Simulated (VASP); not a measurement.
A VASP 6.6.1 single-point calculation on ZnSe

INCAR

```
EDIFF = 1E-7
NELM = 120
LREAL = .FALSE.
ISMEAR = -1
PREC = Accurate
ENCUT = 520
LWAVE = .FALSE.
IBRION = -1
ISYM = 3
LASPH = .TRUE.
NBANDS = 16
LCHARG = .FALSE.
NSW = 0
SIGMA = 0.02
GGA = PE
ISIF = 2
```

KPOINTS

```
KPOINTS created by Atomic Simulation Environment
0
Gamma
8 8 8
0 0 0
```

POSCAR

```
Zn Se
 1.0000000000000000
     0.0000000000000000    2.9740417191000001    2.6590364151000001
     2.9740417191000001    0.0000000000000000    2.6590364151000001
     2.9740417191000001    2.9740417191000001    0.0000000000000000
 Zn  Se
   1   1
Cartesian
  0.0000000000000000  0.0000000000000000  0.0000000000000000
  1.4870208595499999  1.4870208595499999  1.3295182075499998
```

The recommended PBE PAW datasets give the neutral cell 18 valence electrons.

Command

```
mpirun -np 1 vasp_std
```

Task: How does this run end, and what does it give?

Result: VASP stopped with an error.

OSZICAR

```
N       E                     dE             d eps       ncg     rms          rms(c)
DAV:   1     0.858971687188E+02    0.85897E+02   -0.87976E+03  1888   0.127E+03
DAV:   2    -0.922185973589E+00   -0.86819E+02   -0.81632E+02  2144   0.248E+02
DAV:   3    -0.625093014111E+01   -0.53287E+01   -0.53092E+01  2296   0.602E+01
DAV:   4    -0.629226464783E+01   -0.41335E-01   -0.41331E-01  2360   0.572E+00
DAV:   5    -0.629246110040E+01   -0.19645E-03   -0.19645E-03  2336   0.355E-01
```

Standard output (part)

```
POSCAR found type information on POSCAR ZnSe
 POSCAR found :  2 types and       2 ions
 LDA part: xc-table for (Slater+PW92), standard interpolation
 POSCAR, INCAR and KPOINTS ok, starting setup
 WAVECAR not read
 entering main loop
|                     _     ____    _    _    _____     _                     |
|                    | |   | |_) | | |  | | | |  __    | |                    |
|                    |_|   |  _ <  | |  | | | | |_ |   |_|                    |
|                     _    | |_) | | |__| | | |__| |    _                     |
|     internal error in CHECK_FULL_KPOINTS: KPOINTS_FULL not properly         |
|     initialised                                                             |
|     If you are not a developer, you should not encounter this problem.      |
|     Please submit a bug report.                                             |
```
